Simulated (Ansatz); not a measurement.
Crystal: Bi2Te2Se.

```
Bi Te Se
1.0
     2.16097    1.24764   10.58557
    -2.16097    1.24764   10.58557
     0.00000   -2.49527   10.58557
Bi Te Se
2 2 1
Cartesian
  0.0000 0.0000 12.4398
  0.0000 0.0000 19.3169
  0.0000 0.0000 24.7831
  0.0000 0.0000 6.9736
  0.0000 0.0000 0.0000
```

The cell is a database's computed one.

A run of Ansatz 0.2.0 on this cell left the log below. Logs are shortened: lines on timing, memory, paths and dates and some standing lists are left out, and cuts for length are marked.

```text
Warning: RAYON_NUM_THREADS=2 ignored (pool sized by the plan → 2); use --threads N
basis.fft_grid_basis auto: the FFT boxes are laid along the combinations [[1, -1, 0], [0, 1, 0], [0, -1, 1]] of the cell's own vectors, 4.322, 10.876 and 4.322 Å long. The dense box has 32×80×32 points. Along the cell's own vectors, as sized, it would have 80×80×80, 6.25 times as many. Of the 12 symmetry operations that the crystal satisfies within crystal.symmetry.tolerance (time reversal apart; of a slab, those that keep its plane) the dense box along the cell's own vectors carries 12, and the one as laid loses 8 of those. basis.fft_grid_basis: typed keeps the cell's own vectors: state it where this run's energies or levels are differenced outside the engine with another run's, or held beside a run that keeps those vectors. Those combinations have planes normal to reciprocal vector 3, as the cell's own vectors have. Each planar average written beside output.write_density, output.write_potential has a row for each plane of the box: 32. The volumetric files lie along those combinations, not along the cell's own vectors: a cube or XSF file states them, and fields.json those of NumPy files.
scf.n_extra_bands = 12 over 39 filled bands (N_el = 78.0): the run solves 51 bands
Engine: ansatz 0.2.0, aarch64-unknown-linux-gnu
Pseudopotentials: kind: paw
Pseudopotential: Bi, paw, valence charge 15, recommended cutoff 500 eV (meta_gga), Bi.paw.azcp
Pseudopotential: Te, paw, valence charge 16, recommended cutoff 500 eV (meta_gga), Te.paw.azcp
Pseudopotential: Se, paw, valence charge 16, recommended cutoff 500 eV (meta_gga), Se.paw.azcp
Functional definition: r2SCAN
  parameter k0 = 0.174
  parameter k1 = 0.065
  parameter a1 = 4.9479
[... 53 lines left out ...]
  E_core_change = 0.556035  (= ΣΔE_core)
  E_smearing   = -0.000007  (= −TS)
  E_closure    = 0.000000  (closes the sum)
  Σ components = -44291.596679   (vs F -44291.596679, Δ=0.00e0)
--- Forces (eV/Å), atoms counted from 1 ---
  atom   1  Bi     0.00000000     0.00000000     0.05629835
  atom   2  Bi     0.00000000    -0.00000000    -0.05629835
  atom   3  Te     0.00000000     0.00000000    -0.03245148
  atom   4  Te     0.00000000    -0.00000000     0.03245148
  atom   5  Se     0.00000000     0.00000000     0.00000000
  max |Σ_I F_I| component: 2.08e-17 eV/Å
--- Stress (GPa, compression-positive) ---
        0.067275       0.000000       0.000000
        0.000000       0.067275       0.000000
        0.000000       0.000000      -0.003427
  P = ⅓ Tr σ = 0.0437 GPa (0.437 kbar)
--- Band table (eV; the first three rows and the last of 44) ---
  k-point 0: bands = ["-40.0172", "-40.0154", "-40.0154", "-40.0017", "-40.0017", "-29.2482", "-29.2482", "-29.2477", "-29.2477", "-29.2386", "-29.2386", "-29.2383", "-29.2383", "-29.2336", "-29.2334", "-15.8805", "-15.8805", "-15.8780", "-15.8780", "-15.8691", "-15.8673", "-15.8655", "-15.8655", "-15.8615", "-15.8615", "-6.2578", "-5.0144", "-4.1406", "-1.0532", "-0.5623", "5.9439", "5.9439", "5.9731", "6.0343", "6.7019", "6.7019", "7.1036", "7.1036", "7.8235", "8.5555", "9.3290", "9.3290", "10.2753", "10.5389", "10.5389", "14.1783", "14.8063", "14.9091", "14.9091", "15.0960", "15.7174"]
  k-point 1: bands = ["-40.0172", "-40.0154", "-40.0154", "-40.0017", "-40.0017", "-29.2482", "-29.2480", "-29.2478", "-29.2475", "-29.2387", "-29.2386", "-29.2383", "-29.2382", "-29.2335", "-29.2333", "-15.8825", "-15.8794", "-15.8776", "-15.8751", "-15.8683", "-15.8673", "-15.8660", "-15.8651", "-15.8628", "-15.8613", "-6.0912", "-4.8383", "-4.0360", "-1.1598", "-0.7831", "4.9295", "5.2312", "5.5569", "5.7792", "6.5405", "6.7610", "6.9646", "7.0658", "7.2793", "9.3691", "9.7961", "9.9340", "10.3723", "10.6696", "11.0022", "13.5255", "14.1563", "15.1228", "15.1303", "15.3254", "15.8990"]
  k-point 2: bands = ["-40.0172", "-40.0154", "-40.0154", "-40.0017", "-40.0016", "-29.2482", "-29.2478", "-29.2474", "-29.2469", "-29.2389", "-29.2386", "-29.2385", "-29.2380", "-29.2330", "-29.2329", "-15.8884", "-15.8838", "-15.8727", "-15.8716", "-15.8700", "-15.8674", "-15.8645", "-15.8622", "-15.8605", "-15.8598", "-5.6302", "-4.3505", "-3.7853", "-1.6606", "-1.2919", "3.7063", "4.6513", "4.8297", "4.9932", "5.9409", "6.0681", "6.7915", "6.9503", "7.3746", "9.2199", "10.0771", "10.3684", "10.9606", "11.2863", "12.1913", "12.6267", "14.5334", "14.8234", "15.9466", "16.0752", "16.1712"]
  k-point 43: bands = ["-40.0172", "-40.0154", "-40.0154", "-40.0017", "-40.0017", "-29.2482", "-29.2480", "-29.2478", "-29.2475", "-29.2387", "-29.2386", "-29.2383", "-29.2382", "-29.2335", "-29.2332", "-15.8825", "-15.8794", "-15.8776", "-15.8751", "-15.8683", "-15.8673", "-15.8660", "-15.8651", "-15.8628", "-15.8613", "-6.0788", "-4.9247", "-3.9061", "-1.4479", "-0.5396", "4.8870", "5.4738", "5.5741", "5.8034", "6.1136", "6.4234", "7.1020", "7.2223", "7.6492", "9.1189", "9.6498", "9.9117", "10.5439", "10.7914", "11.0367", "13.5823", "14.3216", "14.7327", "15.1254", "15.2312", "15.7352"]
```

Q: Write the input and the command behind it.

A: Band structure with r2SCAN, no spin polarisation. The files as run (others can give the same):

input.yaml
```yaml
crystal:
  lattice:
    - [2.1609687617, 1.2476358963, 10.5855712543]
    - [-2.1609687617, 1.2476358963, 10.5855712543]
    - [0.0, -2.4952717926, 10.5855712543]
  atoms:
    - { symbol: Bi, position: [0.39172124, 0.39172124, 0.39172124] }
    - { symbol: Bi, position: [0.60827876, 0.60827876, 0.60827876] }
    - { symbol: Te, position: [0.78040487, 0.78040487, 0.78040487] }
    - { symbol: Te, position: [0.21959513, 0.21959513, 0.21959513] }
    - { symbol: Se, position: [0.0, 0.0, 0.0] }
hamiltonian:
  xc: r2scan
  pseudopotentials: { kind: paw }
kpoints:
  mp_grid: { grid: [7, 7, 7] }
  band_path:
    path:
      - [[0.0, 0.0, 0.0], [0.5, 0.0, 0.0], [0.5, 0.1759276236, -0.1759276236]]
      - [[0.8240723764, 0.5, 0.1759276236], [0.5, 0.5, 0.5], [0.0, 0.0, 0.0], [0.3379638118, 0.0, -0.3379638118]]
      - [[0.6620361882, 0.3379638118, 0.0], [0.5, 0.5, 0.0], [0.6620361882, 0.6620361882, 0.1759276236], [0.5, 0.5, 0.5]]
      - [[0.5, 0.0, 0.0], [0.8240723764, 0.3379638118, 0.3379638118]]
    npoints: 14
scf:
  occupations: { method: fermi_dirac, width: 0.05 }
  n_extra_bands: 12
output:
  forces: true
  stress: true
  eigenvalues: true
  fatbands: false
  write_density: true
  write_potential: true
  elf: true
  volumetric_format: npy
```

Potentials or basis: Ansatz PAW.
Command:
```bash
$ ansatz run input.yaml --threads 2 --pin off --max-ram 5632MiB --backend cpu --events-out ev --progress --plain --runs-dir out
```

Caveat: spin-orbit coupling is left out, which as a rule narrows the gap of such compounds by several tenths of an eV; the PAW data sets come from PBE, with cores solved anew for the run's functional, which leaves a small shift of forces and pressure.
